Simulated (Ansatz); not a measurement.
Input of an Ansatz 0.2.0 run:

Contents of input.yaml:

```yaml
crystal:
  lattice:
    - [6.107, -1.51855, 0.0]
    - [6.107, 1.51855, 0.0]
    - [-1.3859888959, 0.0, 5.630008738]
  atoms:
    - { symbol: Ga, position: [0.34134, 0.34134, 0.68598] }
    - { symbol: Ga, position: [0.65866, 0.65866, 0.31402] }
    - { symbol: Ga, position: [0.9095, 0.9095, 0.2054] }
    - { symbol: Ga, position: [0.0905, 0.0905, 0.7946] }
    - { symbol: O, position: [0.5041, 0.5041, 0.7434] }
    - { symbol: O, position: [0.4959, 0.4959, 0.2566] }
    - { symbol: O, position: [0.8267, 0.8267, 0.4368] }
    - { symbol: O, position: [0.1733, 0.1733, 0.5632] }
    - { symbol: O, position: [0.8355, 0.8355, 0.8902] }
    - { symbol: O, position: [0.1645, 0.1645, 0.1098] }
hamiltonian:
  xc: pbe
  pseudopotentials: { kind: paw }
kpoints:
  mp_grid: { grid: [9, 9, 5] }
scf:
  occupations: { method: fermi_dirac, width: 0.05 }
output:
  forces: true
  stress: true
  eigenvalues: true
relax:
  f_tol: 0.01
  max_steps: 40
  cell: { stress_tol: 0.05 }
```

Potentials or basis: Ansatz PAW.

Run with:

```console
$ ansatz run input.yaml --threads 4 --pin off --max-ram 11264MiB --backend cpu --events-out ev --progress --plain --runs-dir out
```

Question: Estimate the band gap on the k mesh.

Answer: 2.02 eV, indirect (least direct gap 2.03 eV).

Question: What does it give for the relaxed cell?

Answer: a = 6.414 Å, b = 6.414 Å, c = 5.877 Å, α = 103.30°, β = 103.30°, γ = 27.82°.

Question: Predict the relaxed volume.

Answer: 10.96 Å³/atom.

Question: What does it give for the space group after relaxing (to 0.05 Å)?

Answer: C2/m (No. 12).

The path:
```
step  energy change (eV)  largest force (eV/Å)  volume (Å³)
   1              0.0000                0.2189       104.42
   2             -0.1015                0.1307       107.40
   3             -0.1165                0.0267       109.26
   4             -0.1163                0.0124       109.38
   5             -0.1165                0.0170       109.35
   6             -0.1165                0.0022       109.35
   7             -0.1460                0.0039       109.35
   8             -0.1452                0.0022       109.63
   9             -0.1464                0.0023       109.63
```

Caveat: odd divisions of the mesh miss points on the zone boundary, where band edges often lie, so the gap on the mesh can be too wide; the plane-wave basis is chosen anew once the cell has moved, so the energies of steps on either side of that aren't comparable; the pressure holds a Pulay correction of +0.7 GPa for the finite cutoff. Zero-point motion and thermal expansion aren't in these numbers.
